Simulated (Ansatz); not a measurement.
# Al started on a N site next to N started in the widest void in zincblende AlN, 65 atoms, charge 0

Computed with DFT, PBEsol, PAW, plane waves (Ansatz 0.2.0).

Command:

```sh
ansatz run in.yaml --threads 8 --pin off --max-ram 13300MiB --runs-dir r --events-out ev --progress --plain
```

The input less its lattice and atoms (starting moments on atoms near the defect: 1 μB in all):

```yaml
crystal:
  symmetry: { detect: false }
kpoints:
  mp_grid: { grid: [1, 1, 1], shift: [0.25, 0.25, 0.25] }
hamiltonian:
  xc: pbesol
magnetization:
  spin_polarized: true
scf:
  occupations: { method: fermi_dirac, width: 0.01 }
relax:
  f_tol: 0.03
  max_steps: 80
  escape_saddle: false
  adjacent_minimum: "off"
output:
  forces: true
  eigenvalues: true
  populations: true
```

Start:

```
Al N
1.0
     8.75544    0.00000    0.00000
     0.00000    8.75544    0.00000
     0.00000    0.00000    8.75544
Al N
33 32
Cartesian
  8.7310 8.7460 0.0334
  0.0306 0.0149 4.3599
  8.7497 4.4109 8.7281
  8.7269 4.3528 4.3718
  4.3911 0.0146 8.7462
  4.4016 0.0069 4.3507
  4.3671 4.3610 0.0019
  4.3850 4.4214 4.3758
  5.4758 5.4815 5.4950
  2.1902 2.1937 8.7150
  2.1741 2.1749 4.3739
  2.1807 6.5549 8.7261
  2.1348 6.5593 4.3880
  6.5971 2.1886 0.0062
  6.6006 2.1840 4.3684
  6.5737 6.5467 0.0097
  6.5502 6.5713 4.3619
  2.1938 0.0044 2.2035
  2.1495 0.0039 6.5719
  2.1806 4.3611 2.1806
  2.2110 4.3501 6.5815
  6.5552 0.0339 2.1797
  6.5884 8.7417 6.5928
  6.5647 4.3577 2.1910
  6.5670 4.3443 6.5513
  8.7532 2.1595 2.1292
  8.7038 2.2160 6.5717
  8.7419 6.5646 2.1665
  0.0088 6.5710 6.5087
  4.4082 2.1849 2.2131
  4.3721 2.2124 6.5592
  4.3847 6.5715 2.1885
  4.4243 6.5671 6.5711
  1.0903 1.1310 1.0818
  1.0700 1.0995 5.4802
  1.1131 5.4694 1.1243
  1.0766 5.4753 5.4261
  5.4666 1.0861 1.1001
  5.4603 1.1286 5.4855
  5.4727 5.4642 1.0809
  3.3145 3.3005 1.0940
  3.2624 3.2715 5.5104
  3.2726 7.6445 1.0804
  3.2835 7.6582 5.4733
  7.6312 3.2766 1.1302
  7.6941 3.2791 5.4827
  7.6362 7.6877 1.1068
  7.6722 7.6324 5.4869
  3.2991 1.1146 3.2703
  3.2469 1.1150 7.7082
  3.2763 5.4537 3.2653
  3.2589 5.4694 7.6759
  7.6390 1.1097 3.2670
  7.6639 1.0857 7.6566
  7.6779 5.4437 3.3299
  7.6390 5.4567 7.6612
  1.1272 3.2984 3.2794
  1.1217 3.2648 7.6637
  1.0782 7.6706 3.2481
  1.0957 7.6648 7.6783
  5.4516 3.2638 3.2496
  5.4630 3.2618 7.6602
  5.4957 7.7089 3.2783
  5.4899 7.6569 7.6247
  5.4959 5.4840 3.2967
```

Steps:

```tsv
step	energy less the first (eV)	largest force component (eV/Å)
start	0.000	8.337
1	-8.014	6.263
2	-12.705	4.827
3	-14.351	4.235
4	-14.919	0.793
5	-14.949	0.589
6	-14.990	0.325
7	-15.014	0.080
8	-15.051	0.203
9	-15.076	0.190
10	-15.151	0.327
11	-15.211	0.334
12	-15.237	0.174
13	-15.240	0.091
14	-15.243	0.021
15	-15.243	0.021
```

A structure on the way, about -15.05 eV from the start:

```
Al N
1.0
     8.75544    0.00000    0.00000
     0.00000    8.75544    0.00000
     0.00000    0.00000    8.75544
Al N
33 32
Cartesian
  0.0097 0.0115 8.7403
  0.0127 0.0139 4.3618
  0.0201 4.3671 0.0311
  0.0503 4.3864 4.3636
  4.3669 0.0193 0.0288
  4.3857 0.0510 4.3638
  4.3959 4.3970 0.0335
  4.1262 4.1293 3.8208
  5.2021 5.2061 5.6493
  2.1857 2.1864 8.7396
  2.1765 2.1770 4.3567
  2.1661 6.6018 0.0538
  2.1579 6.5687 4.3540
  6.6002 2.1699 0.0506
  6.5672 2.1583 4.3538
  6.5613 6.5622 0.0066
  6.7034 6.7012 4.1016
  2.1861 0.0043 2.1805
  2.1502 0.0569 6.5597
  2.0598 4.3592 2.0784
  2.2049 4.4156 6.5660
  6.6028 0.0687 2.1291
  6.5629 0.0006 6.5621
  6.5188 4.4397 2.3222
  6.8615 4.1196 6.8035
  0.0028 2.1868 2.1807
  0.0544 2.1513 6.5597
  0.0676 6.6047 2.1289
  8.7553 6.5646 6.5626
  4.3586 2.0603 2.0784
  4.4152 2.2058 6.5656
  4.4387 6.5199 2.3213
  4.1080 6.8568 6.8059
  1.1007 1.1017 1.0756
  1.1040 1.1059 5.4521
  1.0672 5.4950 1.0263
  1.1059 5.4842 5.4898
  5.4942 1.0684 1.0236
  5.4833 1.1066 5.4897
  5.4868 5.4879 1.0946
  3.2713 3.2714 1.0875
  3.3561 3.3569 5.4245
  3.3029 7.6718 1.1210
  3.2138 7.7577 5.4378
  7.6701 3.3032 1.1212
  7.7550 3.2150 5.4376
  7.6799 7.6817 1.0703
  7.6544 7.6551 5.4555
  3.2585 1.1028 3.2698
  3.2866 1.1128 7.6427
  3.0325 5.4760 3.1271
  3.2257 5.4854 7.7503
  7.6996 1.0965 3.2722
  7.6807 1.1057 7.6458
  7.8640 5.4946 3.2133
  7.7324 5.4831 7.7157
  1.1020 3.2590 3.2697
  1.1108 3.2862 7.6428
  1.0959 7.7011 3.2721
  1.1055 7.6831 7.6460
  5.4732 3.0337 3.1280
  5.4867 3.2326 7.7437
  5.4948 7.8631 3.2146
  5.4797 7.7283 7.7107
  5.4171 5.4152 3.9323
```

End:

```xyz
65
Lattice="8.7554 0.0000 0.0000 0.0000 8.7554 0.0000 0.0000 0.0000 8.7554" Properties=species:S:1:pos:R:3 pbc="T T T"
Al    0.0180    0.0192    8.7448
Al    0.0131    0.0143    4.3713
Al    8.7553    4.3783    0.0027
Al    0.0540    4.4014    4.3751
Al    4.3772    0.0007    0.0024
Al    4.4003    0.0550    4.3752
Al    4.4014    4.4025    0.0689
Al    4.1278    4.1289    3.5875
Al    4.8653    4.8664    5.6319
Al    2.1923    2.1934    8.7506
Al    2.1955    2.1966    4.3633
Al    2.1724    6.6157    0.0526
Al    2.1804    6.5774    4.3591
Al    6.6144    2.1737    0.0526
Al    6.5762    2.1815    4.3591
Al    6.5727    6.5739    0.0132
Al    6.6332    6.6343    4.1967
Al    2.1900    0.0101    2.1892
Al    2.1772    0.0500    6.5590
Al    2.0104    4.3803    2.0557
Al    2.1939    4.4389    6.5815
Al    6.6131    0.0534    2.1536
Al    6.5831    0.0123    6.5642
Al    6.5444    4.4405    2.3223
Al    6.7795    4.2127    6.7533
Al    0.0089    2.1911    2.1893
Al    0.0489    2.1782    6.5590
Al    0.0524    6.6143    2.1535
Al    0.0112    6.5844    6.5641
Al    4.3792    2.0113    2.0556
Al    4.4377    2.1952    6.5816
Al    4.4392    6.5458    2.3220
Al    4.2112    6.7799    6.7534
N     1.1080    1.1092    1.0855
N     1.1206    1.1217    5.4601
N     1.0310    5.5164    1.0069
N     1.1175    5.4995    5.4928
N     5.5153    1.0319    1.0067
N     5.4982    1.1187    5.4928
N     5.4977    5.4990    1.1131
N     3.2770    3.2781    1.1299
N     3.4222    3.4235    5.4077
N     3.3074    7.6877    1.1192
N     3.2567    7.7459    5.4533
N     7.6865    3.3086    1.1192
N     7.7449    3.2577    5.4532
N     7.6875    7.6886    1.0757
N     7.6526    7.6537    5.4626
N     3.2718    1.1116    3.2808
N     3.2949    1.1263    7.6464
N     3.0041    5.5050    3.0746
N     3.2385    5.4831    7.7736
N     7.7060    1.1039    3.2849
N     7.6938    1.1154    7.6480
N     7.8410    5.5059    3.2461
N     7.7127    5.4997    7.6890
N     1.1104    3.2728    3.2808
N     1.1251    3.2960    7.6464
N     1.1028    7.7072    3.2849
N     1.1143    7.6951    7.6479
N     5.5038    3.0050    3.0744
N     5.4820    3.2398    7.7737
N     5.5047    7.8419    3.2463
N     5.4984    7.7134    7.6887
N     5.3691    5.3697    3.9887
```

Self-consistency was reached.

Time: 68 s of wall time on a shared host.

Task: How much energy did the relaxation gain, and which atom moved most?

Result: 15.24 eV in 15 steps, from a start with small random displacements (neighbours that lie too close to an added atom are first pushed off); atom 8 (Al) moved 0.88 Å, the median atom 0.07 Å (drift of the whole cell removed).

The moment started at 1 μB and ended at 1.0 μB; no other spin state is shown. The one k point has no symmetry partners, which can distort the end along one axis.
